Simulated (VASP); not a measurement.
# TaH (P6/mmm) in VASP: reference runs

How does TaH come out in PBE? The cell is run as given.

All numbers are computed with VASP 6.6.1; they aren't measurements. Logs are shortened: lines on timing, memory, paths and dates and some standing lists are left out, and cuts for length are marked.

**1. The structure**

It takes space group P6/mmm (No. 191, hexagonal). The conventional cell has a = 2.879 Å, b = 2.879 Å, c = 3.655 Å, α = 90.00°, β = 90.00°, γ = 120.00°. Ta (site symmetry 6/mmm) has 2 H at 1.83 Å as nearest neighbours. H (site symmetry 6/mmm) is surrounded by 2 Ta at 1.83 Å.

The cell was built by a generator and needn't be a form met in nature.

**2. Single point, PBE**

Input file INCAR:

```
PREC = Accurate ; ENCUT = 520
EDIFF = 1E-7 ; ISMEAR = -1
SIGMA = 0.05 ; LREAL = False
LASPH = True ; NELM = 60
ALGO = Normal ; ISIF = 2
LWAVE = False ; LCHARG = False
GGA = PE ; NBANDS = 13
```

Input file KPOINTS:

```
Automatic mesh
0
Gamma
  11 11 7
```

Input file POSCAR:

```
TaH
1.0
    2.8793200000      0.0000000000      0.0000000000
   -1.4396600000      2.4935600000      0.0000000000
    0.0000000000      0.0000000000      3.6549300000
Ta H
1 1
Direct
    0.0000000000      0.0000000000      0.5000000000
    0.0000000000      0.0000000000      0.0000000000
```

Potentials or basis: VASP PAW PBE potentials, release 64 (Ta_pv, H).

Started as:

```sh
$ cat potpaw_PBE.64/Ta_pv/POTCAR potpaw_PBE.64/H/POTCAR > POTCAR
$ mpirun -np 1 vasp_std > vasp.out
```

OUTCAR:

```text
PREC = Accurate
   ENCUT = 520
   EDIFF = 1E-7
   ISMEAR = -1
   LREAL = False
   LASPH = True
   NELM = 60
   ISIF = 2
   GGA = PE

 ion  position               nearest neighbor table
   1  0.000  0.000  0.500-   2 1.83   2 1.83
   2  0.000  0.000  0.000-   1 1.83   1 1.83

  LATTYP: Found a hexagonal cell.
 ALAT       =     2.8793200000
 C/A-ratio  =     1.2693726296

  Lattice vectors:

 A1 = (   2.8793200000,   0.0000000000,   0.0000000000)
 A2 = (  -1.4396600000,   2.4935600000,   0.0000000000)
 A3 = (   0.0000000000,   0.0000000000,   3.6549300000)

Analysis of symmetry for initial positions (statically):
=====================================================================
 Subroutine PRICEL returns:
 Original cell was already a primitive cell.

 Routine SETGRP: Setting up the symmetry group for a
 hexagonal supercell.

 Subroutine GETGRP returns: Found 24 space group operations
 (whereof 24 operations were pure point group operations)
 out of a pool of 24 trial point group operations.

The static configuration has the point symmetry D_6h.

Analysis of symmetry for dynamics (positions and initial velocities):
=====================================================================
 Subroutine PRICEL returns:
 Original cell was already a primitive cell.

 Routine SETGRP: Setting up the symmetry group for a
 hexagonal supercell.

 Subroutine GETGRP returns: Found 24 space group operations
 (whereof 24 operations were pure point group operations)
 out of a pool of 24 trial point group operations.

The dynamic configuration has the point symmetry D_6h.

 Subroutine INISYM returns: Found 24 space group operations
 (whereof 24 operations are pure point group operations),
 and found     1 'primitive' translations

----------------------------------------------------------------------------------------

                                     Primitive cell

  volume of cell :      26.2415

  direct lattice vectors                    reciprocal lattice vectors
     2.879320000  0.000000000  0.000000000     0.347304225  0.200516531  0.000000000
    -1.439660000  2.493560000  0.000000000     0.000000000  0.401033061  0.000000000
     0.000000000  0.000000000  3.654930000     0.000000000  0.000000000  0.273603051

  length of vectors
     2.879320000  2.879316306  3.654930000     0.401032547  0.401033061  0.273603051

  position of ions in fractional coordinates (direct lattice)
     0.000000000  0.000000000  0.500000000
     0.000000000  0.000000000  0.000000000

  ion indices of the primitive-cell ions
   primitive index   ion index
                 1           1
                 2           2

----------------------------------------------------------------------------------------

 KPOINTS: Automatic mesh

Automatic generation of k-mesh.
 Grid dimensions read from file:
 generate k-points for:   11   11    7

 Generating k-lattice:

  Cartesian coordinates                     Fractional coordinates (reciprocal lattice)
     0.031573111  0.018228776  0.000000000     0.090909091  0.000000000  0.000000000
     0.000000000  0.036457551  0.000000000     0.000000000  0.090909091  0.000000000
     0.000000000  0.000000000  0.039086150     0.000000000  0.000000000  0.142857143

  Length of vectors
     0.036457504  0.036457551  0.039086150

  Shift w.r.t. Gamma in fractional coordinates (k-lattice)
     0.000000000  0.000000000  0.000000000

 Subroutine IBZKPT returns following result:
 ===========================================

 Found     64 irreducible k-points:

 Following reciprocal coordinates:
            Coordinates               Weight
  0.000000  0.000000  0.000000      1.000000
  0.090909  0.000000  0.000000      6.000000
  0.181818  0.000000  0.000000      6.000000
  0.272727  0.000000  0.000000      6.000000
  0.363636  0.000000  0.000000      6.000000
  0.454545  0.000000  0.000000      6.000000
[... 16 lines left out ...]
  0.090909  0.090909  0.142857     12.000000
  0.181818  0.090909  0.142857     24.000000
 [... further k-points ...]
   k-points           NKPTS =     64   k-points in BZ     NKDIM =     64   number of bands    NBANDS=     13
   number of dos      NEDOS =    301   number of ions     NIONS =      2
   total plane-waves  NPLWV =  16128
   dimension x,y,z NGX =    24 NGY =   24 NGZ =   28
   dimension x,y,z NGXF=    48 NGYF=   48 NGZF=   56
   ions per type =               1   1
   NGX,Y,Z   is equivalent  to a cutoff of  13.86, 13.86, 12.74 a.u.
   NGXF,Y,Z  is equivalent  to a cutoff of  27.71, 27.71, 25.47 a.u.
 SYSTEM =  unknown system
   PREC   = accura    normal or accurate (medium, high low for compatibility)
   ISTART =      0    job   : 0-new  1-cont  2-samecut
   ICHARG =      2    charge: 1-file 2-atom 10-const
   ISPIN  =      1    spin polarized calculation?
   LNONCOLLINEAR =      F non collinear calculations
   LSORBIT =      F    spin-orbit coupling
   LASPH  =      T    aspherical Exc in radial PAW
   ENCUT  =  520.0 eV  38.22 Ry    6.18 a.u.   5.35  5.35  6.80*2*pi/ulx,y,z
   NELM   =     60;   NELMIN=  2; NELMDL= -5     # of ELM steps
   EDIFF  = 0.1E-06   stopping-criterion for ELM
   LREAL  =      F    real-space projection
   EDIFFG = 0.1E-05   stopping-criterion for IOM
   NSW    =      0    number of steps for IOM
   IBRION =     -1    ionic relax: 0-MD 1-quasi-New 2-CG
   NFREE  =      0    steps in history (QN), initial steepest desc. (CG)
   ISIF   =      2    stress and relaxation
   ISYM   =      2    0-nonsym 1-usesym 2-fastsym
   POTIM  = 0.5000    time-step for ionic-motion
   TEBEG  =    0.0;   TEEND  =   0.0 temperature during run
   PSTRESS=    0.0 pullay stress
   NELECT =      12.0000    total number of electrons
   NUPDOWN=      -1.0000    fix difference up-down
   EMIN   =  10.00;   EMAX   =-10.00  energy-range for DOS
   EFERMI =   0.00;   METHOD = LEGACY
   ISMEAR =    -1;   SIGMA  =   0.05  broadening in eV -4-tet -1-fermi 0-gaus
   EFERMI_NEDOS =   21; number of points for ismear=-14 and -15
   IALGO  =     38    algorithm
   IMIX   =      4    mixing-type and parameters
     AMIX     =   0.40;   BMIX     =  1.00
     AMIX_MAG =   1.60;   BMIX_MAG =  1.00
  volume/ion in A,a.u.               =      13.12        88.54
  Fermi-wavevector in a.u.,A,eV,Ry     =   1.261263  2.383441 21.643934  1.590784
  Thomas-Fermi vector in A             =   2.394731
   LORBIT       =      0    0 simple, 1 ext, 2 COOP (PROOUT), +10 PAW based schemes
   GGA     = PE    functional components
[... 5 lines left out ...]
 non-spin polarized calculation
  energy-cutoff  :      520.00
  volume of cell :       26.24
 maximum number of plane-waves:       745
 NGX is ok and might be reduce to    24
   NGX = 11   NGY = 11   NGZ = 13

 number of electron      11.9999999 magnetization

 Free energy of the ion-electron system (eV)
  ---------------------------------------------------
  ext. energy  EPLUGINS =         0.00000000
  ---------------------------------------------------
  free energy    TOTEN  =       -13.76757071 eV

  energy without entropy =      -13.74987062  energy(sigma->0) =      -13.75872066

 E-fermi :   3.4317     XC(G=0): -11.0104

 val. band max:        3.4101299086   @ k =   0.0909   0.0909   0.1429
 cond. band min:       3.4373497307   @ k =   0.1818   0.0000   0.4286
 fundamental gap:      0.0272198221
 Fermi energy:         3.4316759295

 k-point     1 :       0.0000    0.0000    0.0000
  band No.  band energies     occupation
      1     -31.0281      2.00000
      2     -30.3205      2.00000
      3     -30.3205      2.00000
      4      -5.0677      2.00000
      5      -1.1420      2.00000
      6       4.2436      0.00000
      7       4.2436      0.00000
      8       7.8219      0.00000
      9       7.8220      0.00000
     10       9.5652      0.00000
     11      17.0501      0.00000
     12      17.2732      0.00000
     13      17.6366      0.00000

 k-point     2 :       0.0909    0.0000    0.0000
  band No.  band energies     occupation
      1     -31.0163      2.00000
      2     -30.4107      2.00000
      3     -30.3409      2.00000
      4      -4.8618      2.00000
      5      -0.8827      2.00000
      6       3.9141      0.00013
      7       4.5482      0.00000
      8       6.7231      0.00000
      9       7.7268      0.00000
     10      10.8134      0.00000
     11      16.8335      0.00000
     12      17.3323      0.00000
     13      17.6685      0.00000

 k-point     3 :       0.1818    0.0000    0.0000
  band No.  band energies     occupation
      1     -30.9846      2.00000
      2     -30.6470      2.00000
      3     -30.3950      2.00000
      4      -4.3123      2.00000
      5      -0.1990      2.00000
      6       3.2622      1.93470
      7       5.2863      0.00000
      8       5.4335      0.00000
      9       7.4814      0.00000
     10      12.6374      0.00000
     11      14.6889      0.00000
     12      17.3017      0.00000
     13      17.6361      0.00000
[... 305 lines left out ...]
 k-point    23 :       0.0909    0.0909    0.1429
  band No.  band energies     occupation
      1     -31.0164      2.00000
      2     -30.5673      2.00000
      3     -30.3830      2.00000
      4      -4.1030      2.00000
      5      -0.3514      2.00000
      6       3.4101      1.21219
      7       5.1778      0.00000
      8       5.4359      0.00000
      9       7.3617      0.00000
     10      10.9479      0.00000
     11      15.5567      0.00000
     12      17.3415      0.00000
     13      17.8998      0.00000

 k-point    24 :       0.1818    0.0909    0.1429
  band No.  band energies     occupation
      1     -30.9790      2.00000
      2     -30.8203      2.00000
      3     -30.4589      2.00000
      4      -3.4543      2.00000
      5       0.4548      2.00000
      6       2.8327      1.99999
      7       4.2770      0.00000
      8       6.4155      0.00000
      9       6.9603      0.00000
     10      12.0756      0.00000
     11      14.0282      0.00000
     12      17.3570      0.00000
     13      17.5610      0.00000

 [... further k-points ...]
[... 5 lines left out ...]
  --------------------------------------------------------------------------------------
  -------------------------------------------------------------------------------------
  Total        0.0247624      0.0247623      0.0427666      0.0000000      0.0000000      0.0000000
  in kB        1.5118697      1.5118646      2.6111174      0.0000000      0.0000000      0.0000000
  external PRESSURE =       1.8782839 kB  Pullay stress =       0.0000000 kB

 VOLUME and BASIS-vectors are now :
 -----------------------------------------------------------------------------
  energy-cutoff  :      520.00
  volume of cell :       26.24
      direct lattice vectors                 reciprocal lattice vectors
     2.879320000  0.000000000  0.000000000     0.347304225  0.200516531  0.000000000
    -1.439660000  2.493560000  0.000000000     0.000000000  0.401033061  0.000000000
     0.000000000  0.000000000  3.654930000     0.000000000  0.000000000  0.273603051

 POSITION                                       TOTAL-FORCE (eV/Angst)
 -----------------------------------------------------------------------------------
      0.00000      0.00000      1.82746        -0.000000      0.000000      0.000000
      0.00000      0.00000      0.00000         0.000000      0.000000      0.000000
 -----------------------------------------------------------------------------------
    total drift:                                0.000000     -0.000000      0.000000

  FREE ENERGIE OF THE ION-ELECTRON SYSTEM (eV)
  ---------------------------------------------------
  free  energy   TOTEN  =       -13.7675707141 eV

  energy  without entropy=      -13.7498706153  energy(sigma->0) =      -13.75872066
```

Run time: 19 s. Hardware: 1 thread of Intel Xeon Platinum 8259CL at 2.50GHz (Skylake/Cascade Lake), shared host; peak memory 0.15 GiB.

Results:

| Property | Result |
| --- | --- |
| Free energy | -13.7676 eV |
| Pressure | 0.2 GPa |
| Band gap on the k mesh | none (metal or under the smearing width) |
